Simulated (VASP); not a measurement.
## PbSe (Clausthalite): relaxation of the atoms with PBE

The system is PbSe (Clausthalite).

```
CELL_PARAMETERS angstrom
0.00000 3.04537 3.04537
3.04537 0.00000 3.04537
3.04537 3.04537 0.00000
ATOMIC_POSITIONS crystal
Pb 0.00000 0.00000 0.00000
Se 0.50000 0.50000 0.50000
```

The cell isn't the ideal one: a relaxed cell with its volume scaled by 0.94.

```json
{
  "Program": "VASP 6.6.1",
  "Task": "relaxation of the atoms",
  "Functional": "PBE",
  "Potentials or basis": "VASP PAW PBE potentials, release 64 (Pb_d, Se)",
  "Cutoff": "600 eV",
  "k mesh": "8 × 8 × 8",
  "Occupations": "gaussian, width 0.03 eV",
  "Spin": "no spin polarisation",
  "Further INCAR settings": "ALGO = Fast; EDIFF = 1e-07; IBRION = 2; EDIFFG = -0.01; NSW = 40"
}
```

```yaml
Pressure_after_relaxing: 3.3 GPa
Band_gap_on_the_k_mesh: 0.24 eV, direct
```

Final structure:
```
Pb Se
1.0
     0.00000    3.04537    3.04537
     3.04537    0.00000    3.04537
     3.04537    3.04537    0.00000
Pb Se
1 1
Cartesian
  0.0000 0.0000 0.0000
  3.0454 3.0454 3.0454
```

Levels at points of the mesh, in eV from the valence-band top:
| k point | band 6 | band 7 | band 8 | band 9 | band 10 | band 11 | band 12 | band 13 | band 14 |
| --- | --- | --- | --- | --- | --- | --- | --- | --- | --- |
| (0.00, 0.00, 0.00) | -13.74 | -6.29 | -1.96 | -1.96 | -1.96 | 4.73 | 4.73 | 4.73 | 6.47 |
| (0.50, 0.00, 0.00) | -12.63 | -8.91 | -1.54 | -1.54 | 0.00 | 0.24 | 1.65 | 1.65 | 8.55 |
| (0.50, 0.50, 0.00) | -12.24 | -7.42 | -5.13 | -3.35 | -3.35 | 3.61 | 5.65 | 5.65 | 6.10 |

Wall time 14 s on 1 thread of Intel(R) Xeon(R) 6975P-C (Granite Rapids) (shared host), peak memory 0.21 GiB.

Caveat: the relaxation stopped at its first step, so nothing moved; spin-orbit coupling is left out, which as a rule narrows the gap of such compounds by several tenths of an eV. A k mesh can miss the band edges.
